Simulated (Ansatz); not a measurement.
**RbBr (Fm-3m): G0W0 against its settings**

RbBr (started from an entry of an open crystallographic database), relaxed with r2SCAN; one-shot G0W0 in Ansatz without spin-orbit coupling. No spin polarisation and no zero-point or thermal motion.

```cif
data_structure
_symmetry_space_group_name_H-M 'Fm-3m'
_symmetry_Int_Tables_number 225
_cell_length_a 6.9217
_cell_length_b 6.9217
_cell_length_c 6.9217
_cell_angle_alpha 90.000
_cell_angle_beta 90.000
_cell_angle_gamma 90.000
_cell_volume 331.61
loop_
_atom_site_label
_atom_site_type_symbol
_atom_site_symmetry_multiplicity
_atom_site_Wyckoff_symbol
_atom_site_fract_x
_atom_site_fract_y
_atom_site_fract_z
_atom_site_occupancy
Rb1 Rb 4 a 0.00000 0.00000 0.00000 1
Br1 Br 4 b 0.50000 0.00000 0.00000 1
```

Gaps are read over the mesh points alone. G0W0 here is at a finite number of bands, screening cutoff and k mesh, not at the basis limit.

| start | potentials | frequency model | mesh | empty bands | screening cutoff (eV) | Kohn-Sham gap (eV) | G0W0 gap (eV) |
| --- | --- | --- | --- | --- | --- | --- | --- |
| PBE | PAW | contour deformation | 4×4×4 | 188 | 100 | 4.29 | 6.68 |
| PBE | PAW | contour deformation | 4×4×4 | 454 | 180 | 4.29 | 6.85 |
| PBE | PAW | contour deformation | 4×4×4 | 882 | 260 | 4.29 | 6.90 |
| HSE06 | PAW | contour deformation | 4×4×4 | 454 | 180 | 5.44 | 7.40 |
| r2SCAN | PAW | contour deformation | 4×4×4 | 454 | 180 | 4.89 | 7.15 |
| PBE0 | PAW | contour deformation | 4×4×4 | 454 | 180 | 6.16 | 7.62 |
| PBE | PAW | Godby-Needs pole | 4×4×4 | 454 | 180 | 4.29 | 6.83 |
| PBE | PAW | contour deformation | 6×6×6 | 134 | 80 | 4.29 | 6.59 |
| PBE | norm-conserving | contour deformation | 4×4×4 | 454 | 180 | 4.29 | 6.79 |

Over the mesh points the PBE gap of 4.29 eV becomes a quasiparticle gap of 6.90 eV (direct at Γ), a change of +2.61 eV. Renormalisation factors Z lie between 0.80 and 0.86.

Raising bands and cutoff together moves the gap by +0.17 eV (100 to 180 eV), then +0.05 eV (180 to 260 eV); the last step is still large, so the basis limit isn't reached. Starting from HSE06 (5.44 eV against PBE's 4.29 eV) gives 7.40 eV, +0.55 eV from G0W0@PBE at the same screening cutoff. Starting from r2SCAN (4.89 eV against PBE's 4.29 eV) gives 7.15 eV, +0.30 eV from G0W0@PBE at the same screening cutoff. Starting from PBE0 (6.16 eV against PBE's 4.29 eV) gives 7.62 eV, +0.77 eV from G0W0@PBE at the same screening cutoff. The Godby-Needs plasmon pole differs from contour deformation by -0.02 eV. Norm-conserving potentials (wave cutoff 630 eV against 420 eV) shift the quasiparticle gap by -0.06 eV and the PBE gap by 0.00 eV. r2SCAN runs take a wave cutoff of 500 eV.
